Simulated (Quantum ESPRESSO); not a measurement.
# HfO2 (P4_2/nmc) in Quantum ESPRESSO: equation of state, part 2 of 2

Quantum ESPRESSO 7.5.

**5. Single point, PBE, 10.91 Å³/atom**

Input file pw.in:

```
&CONTROL
  calculation = 'scf'
  prefix = 'pwscf'
  outdir = './tmp'
  pseudo_dir = './pseudo'
  tstress = .true.
  disk_io = 'nowf'
/
&SYSTEM
  ibrav = 0
  nat = 6
  ntyp = 2
  ecutwfc = 60
  ecutrho = 440
  nbnd = 33
  occupations = 'smearing'
  smearing = 'fd'
  degauss = 0.00367493
/
&ELECTRONS
  conv_thr = 1.2d-09
  electron_maxstep = 120
  mixing_beta = 0.5
/
ATOMIC_SPECIES
Hf   178.4900 Hf-sp.oncvpsp.upf
O     15.9990 O.pbe-n-kjpaw_psl.0.1.UPF
CELL_PARAMETERS angstrom
   3.5580193300    0.0000000000    0.0000000000
   0.0000000000    3.5580193300    0.0000000000
   0.0000000000    0.0000000000    5.1718612100
ATOMIC_POSITIONS crystal
Hf     0.0000000000    0.0000000000    0.0000000000
Hf     0.5000000000    0.5000000000    0.5000000000
O      0.0000000000    0.5000000000    0.1972078800
O      0.5000000000    0.0000000000    0.3027921200
O      0.5000000000    0.0000000000    0.8027921200
O      0.0000000000    0.5000000000    0.6972078800
K_POINTS automatic
8 8 5 0 0 0
```

Potentials or basis: SSSP 1.3 efficiency PBE.

The run is started by

```console
> OMP_NUM_THREADS=1 mpirun -n 2 pw.x -nk 2 -in pw.in > pw.out
```

pw.out:

```text
This program is part of the open-source Quantum ESPRESSO suite
     for quantum simulation of materials; please cite
         "P. Giannozzi et al., J. Phys.:Condens. Matter 21 395502 (2009);
         "P. Giannozzi et al., J. Phys.:Condens. Matter 29 465901 (2017);
         "P. Giannozzi et al., J. Chem. Phys. 152 154105 (2020);
     in publications or presentations arising from this work. More details at

     file O.pbe-n-kjpaw_psl.0.1.UPF: wavefunction(s)  2P renormalized
     Message from routine setup:
     using ibrav=0 with symmetry is DISCOURAGED, use correct ibrav instead
[... 6 lines left out ...]
     --------------------
     sticks:   dense  smooth     PW     G-vecs:    dense   smooth      PW
     Sum        1581     869    253                68853    27797    4463

     Using Slab Decomposition

     bravais-lattice index     =            0
     lattice parameter (alat)  =       6.7237  a.u.
     unit-cell volume          =     441.8350 (a.u.)^3
     number of atoms/cell      =            6
     number of atomic types    =            2
     number of electrons       =        48.00
     number of Kohn-Sham states=           33
     kinetic-energy cutoff     =      60.0000  Ry
     charge density cutoff     =     440.0000  Ry
     scf convergence threshold =      1.2E-09
     mixing beta               =       0.5000
     number of iterations used =            8  plain     mixing
     Exchange-correlation= SLA  PW   PBX  PBC
                           (   1   4   3   4   0   0   0)

     celldm(1)=   6.723682  celldm(2)=   0.000000  celldm(3)=   0.000000
     celldm(4)=   0.000000  celldm(5)=   0.000000  celldm(6)=   0.000000

     crystal axes: (cart. coord. in units of alat)
               a(1) = (   1.000000   0.000000   0.000000 )
               a(2) = (   0.000000   1.000000   0.000000 )
               a(3) = (   0.000000   0.000000   1.453579 )

     reciprocal axes: (cart. coord. in units 2 pi/alat)
               b(1) = (  1.000000  0.000000  0.000000 )
               b(2) = (  0.000000  1.000000  0.000000 )
               b(3) = (  0.000000  0.000000  0.687957 )

     PseudoPot. # 1 for Hf read from file:
     Hf-sp.oncvpsp.upf
     Pseudo is Norm-conserving + core correction, Zval = 12.0
     Generated using ONCVPSP code by D. R. Hamann
     Using radial grid of 1656 points,  8 beta functions with:
                l(1) =   0
                l(2) =   0
                l(3) =   1
                l(4) =   1
                l(5) =   2
                l(6) =   2
                l(7) =   3
                l(8) =   3

     PseudoPot. # 2 for O  read from file:
     O.pbe-n-kjpaw_psl.0.1.UPF
     Pseudo is Projector augmented-wave + core cor, Zval =  6.0
     Generated using "atomic" code by A. Dal Corso  v.5.0.99 svn rev. 10869
     Shape of augmentation charge: BESSEL
     Using radial grid of 1095 points,  4 beta functions with:
                l(1) =   0
                l(2) =   0
                l(3) =   1
                l(4) =   1
     Q(r) pseudized with 0 coefficients

     atomic species   valence    mass     pseudopotential
     Hf               12.00   178.49000     Hf( 1.00)
     O                 6.00    15.99900     O ( 1.00)

     16 Sym. Ops., with inversion, found ( 8 have fractional translation)

   Cartesian axes

     site n.     atom                  positions (alat units)
         1        Hf     tau(   1) = (   0.0000000   0.0000000   0.0000000  )
         2        Hf     tau(   2) = (   0.5000000   0.5000000   0.7267894  )
         3        O      tau(   3) = (   0.0000000   0.5000000   0.2866572  )
         4        O      tau(   4) = (   0.5000000   0.0000000   0.4401322  )
         5        O      tau(   5) = (   0.5000000   0.0000000   1.1669215  )
         6        O      tau(   6) = (   0.0000000   0.5000000   1.0134465  )

     number of k points=    45  Fermi-Dirac smearing, width (Ry)=  0.0037
                       cart. coord. in units 2pi/alat
        k(    1) = (   0.0000000   0.0000000   0.0000000), wk =   0.0062500
        k(    2) = (   0.0000000   0.0000000   0.1375914), wk =   0.0125000
        k(    3) = (   0.0000000   0.0000000   0.2751829), wk =   0.0125000
        k(    4) = (   0.0000000   0.1250000   0.0000000), wk =   0.0250000
        k(    5) = (   0.0000000   0.1250000   0.1375914), wk =   0.0500000
        k(    6) = (   0.0000000   0.1250000   0.2751829), wk =   0.0500000
[... 37 lines left out ...]
        k(   44) = (  -0.5000000  -0.5000000   0.1375914), wk =   0.0125000
        k(   45) = (  -0.5000000  -0.5000000   0.2751829), wk =   0.0125000

     Dense  grid:    68853 G-vectors     FFT dimensions: (  48,  48,  72)

     Smooth grid:    27797 G-vectors     FFT dimensions: (  36,  36,  50)

     Initial potential from superposition of free atoms

     starting charge      47.9963, renormalised to      48.0000
     Starting wfcs are   36 randomized atomic wfcs
     Checking if some PAW data can be deallocated...

     Self-consistent Calculation

     iteration #  1     ecut=    60.00 Ry     beta= 0.50
     Davidson diagonalization with overlap
     ethr =  1.00E-02,  avg # of iterations =  2.3

     total energy              =    -392.49292010 Ry
     estimated scf accuracy    <       2.07451052 Ry
[... 71 lines left out ...]
     iteration # 12     ecut=    60.00 Ry     beta= 0.50
     Davidson diagonalization with overlap
     ethr =  8.33E-12,  avg # of iterations =  2.3

     End of self-consistent calculation

          k = 0.0000 0.0000 0.0000 (  3485 PWs)   bands (ev):

   -48.6482 -48.6313 -17.6754 -17.3047 -17.3047 -17.2361 -17.1919 -17.1919
    -6.4812  -4.8656  -4.4841  -3.8692   6.2461   6.8142   7.0119   7.0119
     8.9490   8.9490  10.2754  10.2754  10.8992  11.4604  11.5106  11.5106
    16.3688  16.3829  17.6223  17.8461  18.1494  19.2236  20.7391  20.7391
    22.5406
[... 347 lines left out ...]
   -48.6286 -48.6286 -17.5901 -17.5901 -17.4948 -17.4948 -17.3415 -17.3415
    -4.5482  -4.5482  -4.4181  -4.4181   6.6832   6.6832   7.5346   7.5346
     9.3770   9.3770   9.9982   9.9982  10.1731  10.1731  11.5201  11.5201
    17.6122  17.6122  17.9302  17.9302  19.0172  19.0172  19.1384  19.1384
    20.9386

     the Fermi energy is    14.0170 ev

!    total energy              =    -393.26551646 Ry
     estimated scf accuracy    <          2.4E-10 Ry
     smearing contrib. (-TS)   =       0.00000000 Ry
     internal energy E=F+TS    =    -393.26551646 Ry

     The total energy is F=E-TS. E is the sum of the following terms:
     one-electron contribution =     -54.72880300 Ry
     hartree contribution      =      56.63871041 Ry
     xc contribution           =     -87.35093579 Ry
     ewald contribution        =    -269.78616063 Ry
     one-center paw contrib.   =     -38.03832745 Ry

     convergence has been achieved in  12 iterations

     Computing stress (Cartesian axis) and pressure

          total   stress  (Ry/bohr**3)                   (kbar)     P=       78.57
   0.00054951   0.00000000   0.00000000           80.84        0.00        0.00
   0.00000000   0.00054951   0.00000000            0.00       80.84        0.00
   0.00000000   0.00000000   0.00050336            0.00        0.00       74.05

=------------------------------------------------------------------------------=
   JOB DONE.
=------------------------------------------------------------------------------=
```

Wall time 30 s (2 MPI ranks of Intel Xeon 6975P-C (Granite Rapids), shared host); peak memory 0.34 GiB.

Results:

```
Free energy            : -5350.6499 eV
Pressure               : 7.9 GPa
Band gap on the k mesh : 4.79 eV, indirect (least direct gap 4.86 eV)
```

Caveat: spin-orbit coupling is left out, which moves the levels of the heavy elements; an odd mesh through Γ misses points on the zone boundary, where band edges often lie.

**6. Single point, PBE, 11.13 Å³/atom**

Edit pw.in of step 5 so:

```diff
@@ -28,5 +28,5 @@
 CELL_PARAMETERS angstrom
-   3.5580193300    0.0000000000    0.0000000000
-   0.0000000000    3.5580193300    0.0000000000
-   0.0000000000    0.0000000000    5.1718612100
+   3.5815830586    0.0000000000    0.0000000000
+   0.0000000000    3.5815830586    0.0000000000
+   0.0000000000    0.0000000000    5.2061129447
 ATOMIC_POSITIONS crystal
```

Potentials or basis: SSSP 1.3 efficiency PBE.

The run is started by

```console
> OMP_NUM_THREADS=1 mpirun -n 2 pw.x -nk 2 -in pw.in > pw.out
```

Run time: 30 s. Hardware: 2 MPI ranks of Intel Xeon 6975P-C (Granite Rapids), shared host; peak memory 0.34 GiB.

It converged, with:

```
Free energy            : -5350.6960 eV
Pressure               : 2.7 GPa
Band gap on the k mesh : 4.71 eV, indirect (least direct gap 4.78 eV)
```

Caveat: spin-orbit coupling is left out, which moves the levels of the heavy elements; an odd mesh through Γ misses points on the zone boundary, where band edges often lie.

**7. Single point, PBE, 11.35 Å³/atom**

Edit pw.in of step 6 so:

```diff
@@ -28,5 +28,5 @@
 CELL_PARAMETERS angstrom
-   3.5815830586    0.0000000000    0.0000000000
-   0.0000000000    3.5815830586    0.0000000000
-   0.0000000000    0.0000000000    5.2061129447
+   3.6048407432    0.0000000000    0.0000000000
+   0.0000000000    3.6048407432    0.0000000000
+   0.0000000000    0.0000000000    5.2399198202
 ATOMIC_POSITIONS crystal
```

The run is started by

```console
> OMP_NUM_THREADS=1 mpirun -n 2 pw.x -nk 2 -in pw.in > pw.out
```

Wall time 30 s (2 MPI ranks of Intel Xeon 6975P-C (Granite Rapids), shared host); peak memory 0.34 GiB.

The run converged. Its results:

```yaml
Free_energy: -5350.7016 eV
Pressure: -2.0 GPa
Band_gap_on_the_k_mesh: 4.63 eV, indirect (least direct gap 4.70 eV)
```

Caveat: spin-orbit coupling is left out, which moves the levels of the heavy elements; an odd mesh through Γ misses points on the zone boundary, where band edges often lie.

**8. Single point, PBE, 11.57 Å³/atom**

Edit pw.in of step 7 so:

```diff
@@ -28,5 +28,5 @@
 CELL_PARAMETERS angstrom
-   3.6048407432    0.0000000000    0.0000000000
-   0.0000000000    3.6048407432    0.0000000000
-   0.0000000000    0.0000000000    5.2399198202
+   3.6278021313    0.0000000000    0.0000000000
+   0.0000000000    3.6278021313    0.0000000000
+   0.0000000000    0.0000000000    5.2732960055
 ATOMIC_POSITIONS crystal
```

The run is started by

```console
> OMP_NUM_THREADS=1 mpirun -n 2 pw.x -nk 2 -in pw.in > pw.out
```

It took 30 s on 2 MPI ranks of Intel Xeon 6975P-C (Granite Rapids), shared host; peak memory 0.34 GiB.

It converged, with:

- Free energy: -5350.6706 eV
- Pressure: -6.3 GPa
- Band gap on the k mesh: 4.56 eV, indirect (least direct gap 4.62 eV)

Caveat: spin-orbit coupling is left out, which moves the levels of the heavy elements; an odd mesh through Γ misses points on the zone boundary, where band edges often lie.

**9. Equation of state, PBE**

Potentials or basis: SSSP 1.3 efficiency PBE.

No new run: the results of the series are fitted here.

Results:

* Equilibrium volume: 11.27 Å³/atom
* Bulk modulus at fixed shape and positions: 239 GPa
* Pressure derivative of the bulk modulus: 4.2

Energy against volume, from the lowest point:
```csv
volume (Å³/atom),energy (meV/atom)
10.257,79.59
10.476,47.09
10.694,23.74
10.912,8.60
11.130,0.93
11.349,0.00
11.567,5.15
```

Caveat: the cell was scaled at fixed shape and fractional positions, which overstates the stiffness of a crystal with free parameters, most of all of layers and chains. The run has no spin-orbit coupling, so splittings on Hf are missing.
